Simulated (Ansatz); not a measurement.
The system is FeO.

```
CELL_PARAMETERS angstrom
-1.60210 1.60210 2.08339
1.60210 -1.60210 2.08339
1.60210 1.60210 -2.08339
ATOMIC_POSITIONS crystal
Fe 0.00000 0.00000 0.00000
O 0.50000 0.50000 0.00000
```

The cell comes from a database or a generator and needn't be the stable form of this composition.

Program: Ansatz 0.2.0. Alike in all runs: task single point; level PBEsol; potentials or basis Ansatz PAW; cell as given; k mesh 10 × 10 × 10; cutoff (eV) 420; smearing fermi-dirac 0.05 eV. Hardware: 2 threads of Arm Neoverse V1 (shared host).

Problem. Order these runs on this cell by their wall time, lowest first.
A. spin collinear, ferromagnetic start; fixed moment (μB) 3.8
B. spin collinear, ferromagnetic start; fixed moment (μB) 1.5
C. spin collinear, program default start; fixed moment (μB) 0.0

Solution. C (2.1 s), A (4.4 s), B (10 s).

Caveats: the total moment is fixed, so each spin has its own Fermi level; a cell with one magnetic atom can't hold antiferromagnetic order, which such compounds often take (some runs).
